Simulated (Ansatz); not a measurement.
# V in Ansatz: the effect of functional

The system is V.

```
CELL_PARAMETERS angstrom
2.56910 0.00000 0.00000
-1.28455 2.22490 0.00000
0.00000 0.00000 4.65950
ATOMIC_POSITIONS crystal
V 0.33333 0.66667 0.25000
V 0.66667 0.33333 0.75000
```

This isn't the form of V at room conditions, which is bcc.

The cell isn't the ideal one: volume scaled by 0.96.

Alike in all runs:

- Program: Ansatz 0.2.0
- Task: single point
- Potentials or basis: Ansatz PAW
- k mesh: 12 × 12 × 6
- Occupations: fermi-dirac, width 0.05 eV
- Spin: collinear spin, ferromagnetic start
- Starting moments: [2.0, 2.0] μB

| functional | cutoff | pressure (GPa) |
| --- | --- | --- |
| LDA | 420 eV (not typed: the program's choice for these potentials) | -6.3 |
| PBEsol | 420 eV (not typed: the program's choice for these potentials) | ? |
| r2SCAN | 500 eV (not typed: the program's choice for these potentials) | 4.3 |

What does the run with functional PBEsol give?

Pressure -0.2 GPa.

Caveats: the PAW data sets come from PBE, with cores solved anew for the run's functional, which leaves a small shift of forces and pressure; the starting moments weren't kept; the magnetic or orbital state may not be the lowest (some runs).

Runs at the PBE level aren't shown here.
